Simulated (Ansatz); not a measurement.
# AlN: moving N off its site

AlN, F-43m, a = 4.370 Å. This isn't the usual stable structure of the compound. Ansatz: r2SCAN, PAW, 500 eV, Γ-centred 10×10×10 mesh on 2 atoms, Gaussian smearing 0.05 eV; no spin polarisation.

```xyz
2
Lattice="0.0000 2.1849 2.1849 2.1849 0.0000 2.1849 2.1849 2.1849 0.0000" Properties=species:S:1:pos:R:3 pbc="T T T"
Al    0.0000    0.0000    0.0000
N     3.2774    3.2774    3.2774
```

Atom 2 (N) moves by x along the unit vector (1.000, 0.000, 0.000), with its periodic images; all else is held. y is the free energy of the cell over the start, F the force along the path summed over the moved atoms. Symmetry makes y even in x.

| x (Å) | y (meV) | F (eV/Å) |
| --- | --- | --- |
| -0.5000 | ? | ? |
| -0.2500 | 452.1 | 3.50 |
| 0.0000 | 0.0 | 0.00 |
| 0.0625 | 29.1 | -0.93 |
| 0.1250 | 115.7 | -1.84 |
| 0.1875 | 257.9 | -2.70 |
| 0.3125 | 693.5 | -4.21 |
| 0.3750 | 976.2 | -4.81 |
| 0.4375 | 1292.5 | -5.29 |

Fit y = c2 x² + c4 x⁴ to the energies of the other rows, give the force constant, and predict energy and force of the missing row.

Least squares on the rows shown. y = 7465.8 x² − 3725.9 x⁴. The force constant is 2 c2 = 14.9 eV/Å² (for all images moving together, not for a lone atom). With two atoms in a cubic cell this is the optical mode at Γ without the LO field: ω = 521.5 √(2 c2/μ) = 664 cm⁻¹ for μ = 9.22 u. The force −dy/dx at the missing row is 5.60 eV/Å (computed 5.61). At x = -0.5000 the fit asked for gives 1633.6 meV. The run gave 1633.8 meV, so the fit is 0.2 meV too low, a small miss on the scale of the series.